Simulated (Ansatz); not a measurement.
## Au under changes of volume

One of the cells (17.771 Å³/atom); the others are scaled copies at fixed shape and fractional positions:

```
CELL_PARAMETERS angstrom
2.90000 0.00000 0.00000
-1.45000 2.51147 0.00000
0.00000 0.00000 4.88000
ATOMIC_POSITIONS crystal
Au 0.66667 0.33333 0.25000
Au 0.33333 0.66667 0.75000
```

This isn't the form of Au at room conditions, which is fcc.

- Program: Ansatz 0.2.0
- Functional: LDA
- Potentials or basis: Ansatz PAW
- Cutoff: 420 eV (not typed: the program's choice for these potentials)
- k mesh: 11 × 11 × 6
- Occupations: fermi-dirac, width 0.05 eV
- Spin: no spin polarisation

```tsv
volume (Å³/atom)	energy over the lowest point (meV/atom)	pressure (GPa)
16.705	0.00	-1.3
17.060	?	?
17.416	21.48	-8.1
17.771	42.45	-10.8
18.127	69.08	-13.2
18.482	100.58	-15.2
18.837	136.27	-16.9
```

Q: What does the run at 17.060 Å³/atom give?

A: Energy over the lowest point 7.02 meV/atom; pressure -4.9 GPa.

Worked out: A Birch-Murnaghan fit of order 3 (a polynomial in V^(-2/3)) to the other rows has its minimum at 16.59 Å³/atom, just outside them, with B0 = V·E''(V) = 189 GPa and B' = 5.5 at fixed shape and positions, which overstates the stiffness. It gives 6.99 meV/atom at 17.060 Å³/atom, against the run's 7.02, and -dE/dV = -4.9 GPa, against -4.9.

Energies are extrapolated to zero smearing.

Caveats: the PAW data sets come from PBE, with cores solved anew for the run's functional, which leaves a small shift of forces and pressure.
